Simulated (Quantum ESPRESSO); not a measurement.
## Te under changes of volume

One of the cells (33.925 Å³/atom); the others are scaled copies at fixed shape and fractional positions:

```
CELL_PARAMETERS angstrom
4.45400 0.00000 0.00000
-2.22700 3.85728 0.00000
0.00000 0.00000 5.92400
ATOMIC_POSITIONS crystal
Te 0.73100 0.73100 0.00000
Te 0.00000 0.26900 0.66667
Te 0.26900 0.00000 0.33333
```

| Quantity | Value |
| --- | --- |
| Program | Quantum ESPRESSO 7.5 |
| Functional | PBEsol |
| Potentials or basis | GBRV 1.5 PBEsol |
| Cutoff | 612 eV |
| Density cutoff | 4898 eV |
| k mesh | 7 × 7 × 5 |
| Occupations | fermi-dirac, width 0.05 eV |
| Spin | no spin polarisation |

```csv
volume (Å³/atom),energy over the lowest point (meV/atom),pressure (GPa),gap on the mesh (eV)
31.890,?,?,?
32.568,2.57,1.2,0.57
33.247,0.00,0.0,0.57
33.925,1.98,-1.0,0.58
34.604,8.00,-1.9,0.58
35.282,17.64,-2.7,0.59
35.961,30.47,-3.4,0.59
```

Task: What does the run at 31.890 Å³/atom give?

Result: Energy over the lowest point 10.25 meV/atom; pressure 2.5 GPa; gap on the mesh 0.56 eV.

Worked out: A Birch-Murnaghan fit of order 3 (a polynomial in V^(-2/3)) to the other rows has its minimum at 33.28 Å³/atom with B0 = V·E''(V) = 52 GPa and B' = 4.7 at fixed shape and positions, which overstates the stiffness. It gives 10.25 meV/atom at 31.890 Å³/atom, against the run's 10.25, and -dE/dV = 2.5 GPa, against 2.5. A straight line through the other rows of the gap, of slope 0.231 eV per unit of ln V, extrapolates to 0.56 eV, against the run's 0.56.

Energies are extrapolated to zero smearing.

Caveats: spin-orbit coupling is left out, which moves the levels of the heavy elements; an odd mesh through Γ misses points on the zone boundary, where band edges often lie.
